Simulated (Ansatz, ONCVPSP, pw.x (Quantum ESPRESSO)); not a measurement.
From atom to crystal: ONCV potential for iridium

```
Element                 : iridium
Generator               : ONCVPSP 4.0.1
Type                    : optimised norm-conserving Vanderbilt (ONCV)
Functional              : PBE
Relativity              : scalar-relativistic
Frozen core             : [Kr] 4d10 4f14
Valence charge          : 17
Reference configuration : 5s2 5p6 5d7 6s2
Partial waves           : 5s+6s: rc 1.50 bohr, ncon 4, nbas 9, qcut 8.3 1/bohr, 2 projectors; 5p: rc 1.85 bohr, ncon 5, nbas 9, qcut 9.1 1/bohr, 2 projectors, debl 2.6 Ha; 5d: rc 2.50 bohr, ncon 4, nbas 8, qcut 5.7 1/bohr, 1 projector
Local potential         : polynomial inside 1.00 bohr (lpopt 4, dvloc0 6 Ha)
Core correction         : Teter function, fcfact 4.5, rcfact 1.05
```

Atomic tests: cutoffs needed: 26 Ha and 31 Ha (the cutoffs (Ha) at which the residual kinetic energy of the hardest occupied pseudo-wave falls to 1 and 0.1 mHa per electron); ghost test: no bound ghost flagged; GHOST(+) flagged for s at 301.4 eV; largest excitation error: -41 meV (all-electron minus pseudo) for 5s2 5p6 5d6 6s0, out of 4 test configurations.

Crystal test: sc Ir in pw.x 7.5, no spin, 13³ k-points, Fermi–Dirac smearing 0.01 Ry, cutoffs 75/300 Ry. The reference is all-electron LAPW (Ansatz 0.2.0) with the same functional, mesh and smearing; V0 and B0 come from Birch–Murnaghan fits to the pressures at five volumes. Errors are pseudo minus all-electron; Δ is the rms difference of the E(V) curves that follow from these fits, minima aligned, over ±6 % about the mean V0. Mesh and smearing are coarse, so the numbers serve the comparison and aren't converged zero-temperature values; the lattice is a test structure that the element need not adopt.

All-electron: a0 = 2.573 Å (V0 = 17.04 Å³/atom), B0 = 242.7 GPa.

Q: How far does the potential miss the all-electron equation of state?

A: mean pressure error (GPa): -2.02; a0 (Å): 2.566; a0 error (%): -0.27; B0 error (%): +0.3; Δ (meV/atom): 7.4.

| V (Å³/atom) | P all-electron (GPa) | P pseudo (GPa) |
| --- | --- | --- |
| 16.105 | 15.75 | 13.23 |
| 16.529 | 7.96 | 5.72 |
| 16.953 | 1.24 | -0.74 |
| 17.377 | -4.54 | -6.30 |
| 17.801 | -9.51 | -11.11 |

Q: At the middle volume, how do free energy and pressure move when the wave cutoff is lowered (ecutrho kept at four times it)?

A:

| cutoff (Ry) | shift of F (meV/atom) | shift of P (GPa) |
| --- | --- | --- |
| 34 | +3065.1 | -77.69 |
| 45 | +648.7 | -29.61 |
| 60 | +33.3 | -2.87 |

The run at the middle volume (84 k-points, 7 iterations) took about 11 s on one core of a shared host (Intel(R) Xeon(R) 6975P-C, 96 threads, 744 GiB, load 52).
